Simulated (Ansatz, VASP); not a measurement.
## ZnO in VASP and in Ansatz

The input INCAR:

```
PREC = Accurate
ENCUT = 520
EDIFF = 1E-7
ISMEAR = 0
SIGMA = 0.02
LREAL = False
LASPH = True
NELM = 100
ALGO = Normal
ISIF = 2
LWAVE = False
LCHARG = False
GGA = PE
NBANDS = 26
```

Contents of KPOINTS:

```
regular mesh
0
Gamma
  12 12 6
```

Contents of POSCAR:

```
ZnO
1.0
    3.2794753232      0.0000000000      0.0000000000
   -1.6397376616      2.8401089410      0.0000000000
    0.0000000000      0.0000000000      5.2931304610
Zn O
2 2
Direct
    0.3333333333      0.6666666667      0.0015026879
    0.6666666667      0.3333333333      0.5015026879
    0.3333333333      0.6666666667      0.3805973121
    0.6666666667      0.3333333333      0.8805973121
```

Input for Ansatz:

```yaml
crystal:
  lattice:
    - [3.2794753232, 0.0, 0.0]
    - [-1.6397376616, 2.840108941, 0.0]
    - [0.0, 0.0, 5.293130461]
  atoms:
    - { symbol: Zn, position: [0.3333333333, 0.6666666667, 0.0015026879] }
    - { symbol: Zn, position: [0.6666666667, 0.3333333333, 0.5015026879] }
    - { symbol: O, position: [0.3333333333, 0.6666666667, 0.3805973121] }
    - { symbol: O, position: [0.6666666667, 0.3333333333, 0.8805973121] }
basis:
  ecutwfc: 420
kpoints:
  mp_grid: { grid: [12, 12, 6] }
  band_path: { path: [VBM, CBM], npoints: 2 }
hamiltonian:
  xc: pbe
scf:
  occupations: { method: gaussian, width: 0.02 }
output:
  forces: true
  stress: true
  eigenvalues: true
```

Alike in both runs: task single point; functional PBE; k mesh 12 × 12 × 6; occupations gaussian, width 0.02 eV; no spin polarisation.

|  | VASP | Ansatz |
| --- | --- | --- |
| version | VASP 6.6.1 | Ansatz 0.2.0 |
| potentials or method | VASP PAW PBE potentials, release 64 (Zn, O) | scalar-relativistic, plane waves, PAW |
| plane-wave cutoff (eV) | 520 | 420 |
| valence electrons in the cell | 36 | 36 |

```csv
,VASP,Ansatz,Ansatz less VASP
gap on the k mesh at the Fermi level (eV),0.73,0.74,+0.016
least direct gap on the mesh (eV),0.73,0.74,+0.016
pressure (GPa),0.9,0.0,-0.90
```
